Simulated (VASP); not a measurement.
Input of a VASP 6.6.1 run:

File INCAR:

```
SYSTEM = BN
PREC     = Accurate       ! precision mode
ENCUT    = 600            ! plane-wave cutoff, eV
EDIFF    = 1E-7           ! SCF threshold, eV
ISMEAR   = 0              ! smearing method
SIGMA    = 0.03           ! smearing width, eV
LREAL    = .False.        ! projectors in reciprocal space
LASPH    = .True.         ! aspherical terms in the spheres
NELM     = 80             ! most SCF steps
ALGO     = Normal         ! electronic algorithm
ISIF     = 3              ! what is computed and relaxed
LWAVE    = .False.        ! write WAVECAR
LCHARG   = .False.        ! write CHGCAR
GGA      = PE             ! functional
IVDW     = 12             ! dispersion correction
IBRION   = 2              ! ionic algorithm
NSW      = 90             ! ionic steps
EDIFFG   = -0.005         ! ionic threshold
KPAR     = 2
```

File KPOINTS:

```
Automatic mesh
0
Gamma
  12 12 4
  0 0 0
```

File POSCAR:

```
BN                                      
1.0
    2.5062642033      0.0000000000      0.0000000000
   -1.2531321016      2.1704884687     -0.0000000000
    0.0000000000      0.0000000000      6.5842539463
  B               N             
     2     2
Direct
     0.3333333332999970    0.6666666667000030    0.2500000000000000
     0.6666666667000030    0.3333333332999970    0.7500000000000000
     0.3333333332999970    0.6666666667000030    0.7500000000000000
     0.6666666667000030    0.3333333332999970    0.2500000000000000
```

Potentials or basis: VASP PAW PBE potentials, release 64 (B, N).

Command:

```sh
$ cat potpaw_PBE.64/B/POTCAR potpaw_PBE.64/N/POTCAR > POTCAR
$ mpirun -np 2 vasp_std > vasp.out
```

Question: What does it give for the dispersion energy per atom?

Answer: -0.143 eV.

Question: What does it give for the band gap on the k mesh?

Answer: 4.25 eV, indirect (least direct gap 4.63 eV).

Question: Predict the space group after relaxing (to 0.05 Å).

Answer: P6_3/mmc (No. 194).

Question: What does it give for the relaxed cell?

Answer: a = 2.507 Å, b = 2.507 Å, c = 6.574 Å, α = 90.00°, β = 90.00°, γ = 120.00°.

Final structure:
```
B N
1.0
     2.50650    0.00000    0.00000
    -1.25325    2.17069    0.00000
     0.00000    0.00000    6.57374
B N
2 2
Direct
  0.33333 0.66667 0.25000
  0.66667 0.33333 0.75000
  0.33333 0.66667 0.75000
  0.66667 0.33333 0.25000
```

A k mesh can miss the band edges. As with any semilocal functional, this PBE gap is likely too small.
